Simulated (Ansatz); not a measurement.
**TePt under changes of volume**

One of the cells (22.651 Å³/atom); the others are scaled copies at fixed shape and fractional positions:

```
CELL_PARAMETERS angstrom
1.98157 1.14406 6.66103
-1.98157 1.14406 6.66103
0.00000 -2.28812 6.66103
ATOMIC_POSITIONS crystal
Pt 0.12967 0.12967 0.12967
Pt 0.87033 0.87033 0.87033
Te 0.40200 0.40200 0.40200
Te 0.59800 0.59800 0.59800
```

* Program: Ansatz 0.2.0
* Functional: LDA
* Potentials or basis: Ansatz PAW
* Cutoff: 420 eV (not typed: the program's choice for these potentials)
* k mesh: 8 × 8 × 8
* Occupations: fermi-dirac, width 0.05 eV
* Spin: no spin polarisation

```tsv
volume (Å³/atom)	energy over the lowest point (meV/atom)	pressure (GPa)	largest force (eV/Å)
21.292	16.28	6.3	0.745
21.745	3.58	2.8	0.441
22.198	0.00	-0.2	0.219
22.651	4.47	-2.9	0.208
23.104	?	?	?
23.557	33.87	-7.3	0.522
24.010	57.20	-9.1	0.711
```

Problem. What does the run at 23.104 Å³/atom give?

Solution. Energy over the lowest point 16.04 meV/atom; pressure -5.2 GPa; largest force 0.314 eV/Å.

Worked out: A Birch-Murnaghan fit of order 3 (a polynomial in V^(-2/3)) to the other rows has its minimum at 22.16 Å³/atom with B0 = V·E''(V) = 140 GPa and B' = 5.2 at fixed shape and positions, which overstates the stiffness. It gives 16.04 meV/atom at 23.104 Å³/atom, against the run's 16.04, and -dE/dV = -5.2 GPa, against -5.2.

Energies are extrapolated to zero smearing.

Caveats: the PAW data sets come from PBE, with cores solved anew for the run's functional, which leaves a small shift of forces and pressure.
